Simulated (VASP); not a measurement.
# CdF2 (Fm-3m) in VASP: a series of runs

One crystal, CdF2, is run at these levels: LDA; tasks: single point, relaxation of cell and atoms.

Everything below comes from runs of VASP 6.6.1. Logs are shortened: lines on timing, memory, paths and dates and some standing lists are left out, and cuts for length are marked.

## 1. Starting point

Symmetry: Fm-3m, No. 225, cubic system. Conventional cell: a = 5.298 Å, b = 5.298 Å, c = 5.298 Å, α = 90.00°, β = 90.00°, γ = 90.00°. Cd (site symmetry m-3m) has 8 F at 2.29 Å as nearest neighbours. Around F (site symmetry -43m) lie 4 Cd at 2.29 Å.

## 2. Single point, LDA

The input, INCAR:

```
ALGO     = Fast           # electronic algorithm
EDIFF    = 1E-6           # SCF threshold, eV
ENCUT    = 520            # plane-wave cutoff, eV
ISIF     = 2              # what is computed and relaxed
ISMEAR   = 0              # smearing method
LASPH    = T              # aspherical terms in the spheres
LCHARG   = F              # write CHGCAR
LREAL    = F              # projectors in reciprocal space
LWAVE    = F              # write WAVECAR
NBANDS   = 20             # bands
NELM     = 60             # most SCF steps
PREC     = Accurate       # precision mode
SIGMA    = 0.02           # smearing width, eV
```

The input, KPOINTS:

```
k-points
0
Gamma
  8 8 8
```

The input, POSCAR:

```
CdF2
1.0
    0.0000000000      2.6488277134      2.6488277134
    2.6488277134      0.0000000000      2.6488277134
    2.6488277134      2.6488277134      0.0000000000
Cd F
1 2
Direct
    0.0000000000      0.0000000000      0.0000000000
    0.2500000000      0.2500000000      0.2500000000
    0.7500000000      0.7500000000      0.7500000000
```

Potentials or basis: VASP PAW LDA potentials, release 64 (Cd, F).

Started as:

```sh
> cat potpaw_LDA.64/Cd/POTCAR potpaw_LDA.64/F/POTCAR > POTCAR
> mpirun -np 1 vasp_std > vasp.out
```

OUTCAR:

```text
EDIFF = 1E-6
   ENCUT = 520
   ISIF = 2
   ISMEAR = 0
   LASPH = T
   LREAL = F
   NELM = 60
   PREC = Accurate

 ion  position               nearest neighbor table
   1  0.000  0.000  0.000-   3 2.29   2 2.29   3 2.29   2 2.29   3 2.29   3 2.29   2 2.29   2 2.29

   2  0.250  0.250  0.250-   1 2.29   1 2.29   1 2.29   1 2.29
   3  0.750  0.750  0.750-   1 2.29   1 2.29   1 2.29   1 2.29

  LATTYP: Found a face centered cubic cell.
 ALAT       =     5.2976554268

  Lattice vectors:

 A1 = (   0.0000000000,   2.6488277134,   2.6488277134)
 A2 = (   2.6488277134,   0.0000000000,   2.6488277134)
 A3 = (   2.6488277134,   2.6488277134,   0.0000000000)

Analysis of symmetry for initial positions (statically):
=====================================================================
 Subroutine PRICEL returns:
 Original cell was already a primitive cell.

 Routine SETGRP: Setting up the symmetry group for a
 face centered cubic supercell.

 Subroutine GETGRP returns: Found 48 space group operations
 (whereof 48 operations were pure point group operations)
 out of a pool of 48 trial point group operations.

The static configuration has the point symmetry O_h .

Analysis of symmetry for dynamics (positions and initial velocities):
=====================================================================
 Subroutine PRICEL returns:
 Original cell was already a primitive cell.

 Routine SETGRP: Setting up the symmetry group for a
 face centered cubic supercell.

 Subroutine GETGRP returns: Found 48 space group operations
 (whereof 48 operations were pure point group operations)
 out of a pool of 48 trial point group operations.

The dynamic configuration has the point symmetry O_h .

 Subroutine INISYM returns: Found 48 space group operations
 (whereof 48 operations are pure point group operations),
 and found     1 'primitive' translations

----------------------------------------------------------------------------------------

                                     Primitive cell

  volume of cell :      37.1699

  direct lattice vectors                    reciprocal lattice vectors
     0.000000000  2.648827713  2.648827713    -0.188762749  0.188762749  0.188762749
     2.648827713  0.000000000  2.648827713     0.188762749 -0.188762749  0.188762749
     2.648827713  2.648827713  0.000000000     0.188762749  0.188762749 -0.188762749

  length of vectors
     3.746008077  3.746008077  3.746008077     0.326946671  0.326946671  0.326946671

  position of ions in fractional coordinates (direct lattice)
     0.000000000  0.000000000  0.000000000
     0.250000000  0.250000000  0.250000000
     0.750000000  0.750000000  0.750000000

  ion indices of the primitive-cell ions
   primitive index   ion index
                 1           1
                 2           2
                 3           3

----------------------------------------------------------------------------------------

 KPOINTS: k-points

Automatic generation of k-mesh.
 Grid dimensions read from file:
 generate k-points for:    8    8    8

 Generating k-lattice:

  Cartesian coordinates                     Fractional coordinates (reciprocal lattice)
    -0.023595344  0.023595344  0.023595344     0.125000000  0.000000000  0.000000000
     0.023595344 -0.023595344  0.023595344     0.000000000  0.125000000  0.000000000
     0.023595344  0.023595344 -0.023595344     0.000000000  0.000000000  0.125000000

  Length of vectors
     0.040868334  0.040868334  0.040868334

  Shift w.r.t. Gamma in fractional coordinates (k-lattice)
     0.000000000  0.000000000  0.000000000

 Subroutine IBZKPT returns following result:
 ===========================================

 Found     29 irreducible k-points:

 Following reciprocal coordinates:
            Coordinates               Weight
  0.000000  0.000000  0.000000      1.000000
  0.125000  0.000000  0.000000      8.000000
  0.250000  0.000000  0.000000      8.000000
  0.375000  0.000000  0.000000      8.000000
  0.500000  0.000000  0.000000      4.000000
  0.125000  0.125000  0.000000      6.000000
[... 16 lines left out ...]
  0.500000  0.250000  0.125000     48.000000
 -0.375000  0.250000  0.125000     24.000000
 [... further k-points ...]
   k-points           NKPTS =     29   k-points in BZ     NKDIM =     29   number of bands    NBANDS=     20
   number of dos      NEDOS =    301   number of ions     NIONS =      3
   total plane-waves  NPLWV =  21952
   dimension x,y,z NGX =    28 NGY =   28 NGZ =   28
   dimension x,y,z NGXF=    56 NGYF=   56 NGZF=   56
   ions per type =               1   2
   NGX,Y,Z   is equivalent  to a cutoff of  12.43, 12.43, 12.43 a.u.
   NGXF,Y,Z  is equivalent  to a cutoff of  24.85, 24.85, 24.85 a.u.
 SYSTEM =  unknown system
   PREC   = accura    normal or accurate (medium, high low for compatibility)
   ISTART =      0    job   : 0-new  1-cont  2-samecut
   ICHARG =      2    charge: 1-file 2-atom 10-const
   ISPIN  =      1    spin polarized calculation?
   LNONCOLLINEAR =      F non collinear calculations
   LSORBIT =      F    spin-orbit coupling
   LASPH  =      T    aspherical Exc in radial PAW
   ENCUT  =  520.0 eV  38.22 Ry    6.18 a.u.   6.97  6.97  6.97*2*pi/ulx,y,z
   NELM   =     60;   NELMIN=  2; NELMDL= -5     # of ELM steps
   EDIFF  = 0.1E-05   stopping-criterion for ELM
   LREAL  =      F    real-space projection
   EDIFFG = 0.1E-04   stopping-criterion for IOM
   NSW    =      0    number of steps for IOM
   IBRION =     -1    ionic relax: 0-MD 1-quasi-New 2-CG
   NFREE  =      0    steps in history (QN), initial steepest desc. (CG)
   ISIF   =      2    stress and relaxation
   ISYM   =      2    0-nonsym 1-usesym 2-fastsym
   POTIM  = 0.5000    time-step for ionic-motion
   TEBEG  =    0.0;   TEEND  =   0.0 temperature during run
   PSTRESS=    0.0 pullay stress
   NELECT =      26.0000    total number of electrons
   NUPDOWN=      -1.0000    fix difference up-down
   EMIN   =  10.00;   EMAX   =-10.00  energy-range for DOS
   EFERMI =   0.00;   METHOD = LEGACY
   ISMEAR =     0;   SIGMA  =   0.02  broadening in eV -4-tet -1-fermi 0-gaus
   EFERMI_NEDOS =   21; number of points for ismear=-14 and -15
   IALGO  =     68    algorithm
   IMIX   =      4    mixing-type and parameters
     AMIX     =   0.40;   BMIX     =  1.00
     AMIX_MAG =   1.60;   BMIX_MAG =  1.00
  volume/ion in A,a.u.               =      12.39        83.61
  Fermi-wavevector in a.u.,A,eV,Ry     =   1.453234  2.746214 28.733998  2.111889
  Thomas-Fermi vector in A             =   2.570524
   LORBIT       =      0    0 simple, 1 ext, 2 COOP (PROOUT), +10 PAW based schemes
   GGA     = CA    functional components
   LHFCALC =     F    Hartree Fock is set to
   AEXX    =    0.0000 exact exchange contribution
   IVDW    =     0    specifies the selected vdW correction
   LEPSILON=     F    determine dielectric tensor
   LRPA    =     F    only Hartree local field effects (RPA)
 non-spin polarized calculation
 RMM-DIIS sequential band-by-band and
 Gauss-broadening in eV      SIGMA  =   0.02
  energy-cutoff  :      520.00
  volume of cell :       37.17
 maximum number of plane-waves:      1012
   NGX = 13   NGY = 13   NGZ = 13

 number of electron      26.0000020 magnetization

 Free energy of the ion-electron system (eV)
  ---------------------------------------------------
  ext. energy  EPLUGINS =         0.00000000
  ---------------------------------------------------
  free energy    TOTEN  =       -12.73424695 eV

  energy without entropy =      -12.73424695  energy(sigma->0) =      -12.73424695

 E-fermi :  -1.1207     XC(G=0): -11.4038

 val. band max:       -1.2496379424   @ k =  -0.2500   0.5000   0.2500
 cond. band min:       1.7250375803   @ k =   0.0000   0.0000   0.0000
 fundamental gap:      2.9746755226
 Fermi energy:        -1.1206933174

 k-point     1 :       0.0000    0.0000    0.0000
  band No.  band energies     occupation
      1     -22.0060      2.00000
      2     -20.6638      2.00000
      3      -7.0896      2.00000
      4      -7.0896      2.00000
      5      -7.0896      2.00000
      6      -5.5700      2.00000
[... 12 lines left out ...]
     19      18.6436      0.00000
     20      18.6436      0.00000

 k-point     2 :       0.1250    0.0000    0.0000
  band No.  band energies     occupation
      1     -21.9456      2.00000
      2     -20.7196      2.00000
      3      -7.0207      2.00000
      4      -7.0207      2.00000
      5      -6.8959      2.00000
      6      -5.5959      2.00000
[... 12 lines left out ...]
     19      18.2493      0.00000
     20      18.2493      0.00000

 k-point     3 :       0.2500    0.0000    0.0000
  band No.  band energies     occupation
      1     -21.7824      2.00000
      2     -20.8673      2.00000
      3      -6.8593      2.00000
      4      -6.8593      2.00000
      5      -6.3702      2.00000
      6      -5.6213      2.00000
[... 12 lines left out ...]
     19      17.5786      0.00000
     20      18.4018      0.00000

 k-point     4 :       0.3750    0.0000    0.0000
  band No.  band energies     occupation
      1     -21.5590      2.00000
      2     -21.0706      2.00000
      3      -6.7219      2.00000
      4      -6.7219      2.00000
      5      -5.6841      2.00000
      6      -5.5577      2.00000
[... 12 lines left out ...]
     19      17.0824      0.00000
     20      17.9014      0.00000

 k-point     5 :       0.5000    0.0000    0.0000
  band No.  band energies     occupation
      1     -21.3595      2.00000
      2     -21.2603      2.00000
      3      -6.6788      2.00000
      4      -6.6788      2.00000
      5      -5.4871      2.00000
      6      -5.4871      2.00000
[... 12 lines left out ...]
     19      16.8967      0.00000
     20      17.5232      0.00000
[... 353 lines left out ...]
      6      -5.4273      2.00000
[... 12 lines left out ...]
     19      18.4320      0.00000
     20      20.0287      0.00000

 k-point    22 :       0.3750    0.2500    0.1250
  band No.  band energies     occupation
      1     -21.6671      2.00000
      2     -20.9596      2.00000
      3      -6.7184      2.00000
      4      -6.6467      2.00000
      5      -6.0204      2.00000
      6      -5.9652      2.00000
[... 12 lines left out ...]
     19      18.2119      0.00000
     20      20.8346      0.00000

 k-point    23 :       0.5000    0.2500    0.1250
  band No.  band energies     occupation
      1     -21.4864      2.00000
      2     -21.1154      2.00000
      3      -6.6217      2.00000
      4      -6.4612      2.00000
      5      -5.9358      2.00000
      6      -5.5916      2.00000
[... 12 lines left out ...]
     19      17.6576      0.00000
     20      20.7772      0.00000

 k-point    24 :      -0.3750    0.2500    0.1250
  band No.  band energies     occupation
      1     -21.3202      2.00000
      2     -21.2703      2.00000
      3      -6.5891      2.00000
      4      -6.4149      2.00000
      5      -5.7150      2.00000
      6      -5.6422      2.00000
[... 12 lines left out ...]
     19      17.4312      0.00000
     20      21.0458      0.00000

 [... further k-points ...]

------------------------ aborting loop because EDIFF is reached ----------------------------------------

  FORCE on cell =-STRESS in cart. coord.  units (eV):
  Direction    XX          YY          ZZ          XY          YZ          ZX
  --------------------------------------------------------------------------------------
  -------------------------------------------------------------------------------------
  Total        0.2975430      0.2975430      0.2975430      0.0000000      0.0000000     -0.0000000
  in kB       12.8253476     12.8253476     12.8253476      0.0000000      0.0000000     -0.0000000
  external PRESSURE =      12.8253476 kB  Pullay stress =       0.0000000 kB

 VOLUME and BASIS-vectors are now :
 -----------------------------------------------------------------------------
  energy-cutoff  :      520.00
  volume of cell :       37.17
      direct lattice vectors                 reciprocal lattice vectors
     0.000000000  2.648827713  2.648827713    -0.188762749  0.188762749  0.188762749
     2.648827713  0.000000000  2.648827713     0.188762749 -0.188762749  0.188762749
     2.648827713  2.648827713  0.000000000     0.188762749  0.188762749 -0.188762749

 POSITION                                       TOTAL-FORCE (eV/Angst)
 -----------------------------------------------------------------------------------
      0.00000      0.00000      0.00000         0.000000      0.000000      0.000000
      1.32441      1.32441      1.32441         0.000000      0.000000      0.000000
      3.97324      3.97324      3.97324        -0.000000     -0.000000     -0.000000
 -----------------------------------------------------------------------------------
    total drift:                                0.000000      0.000000      0.000000

  FREE ENERGIE OF THE ION-ELECTRON SYSTEM (eV)
  ---------------------------------------------------
  free  energy   TOTEN  =       -12.7342469497 eV

  energy  without entropy=      -12.7342469497  energy(sigma->0) =      -12.73424695
```

Run time: 11 s. Hardware: 1 thread of Intel Xeon 6975P-C (Granite Rapids), shared host; peak memory 0.14 GiB.

What came out:

- Free energy: -12.7342 eV
- Pressure: 1.3 GPa
- Band gap on the k mesh: 2.97 eV, indirect (least direct gap 3.39 eV)

A k mesh can miss the band edges.

[end of part 1 of 2]
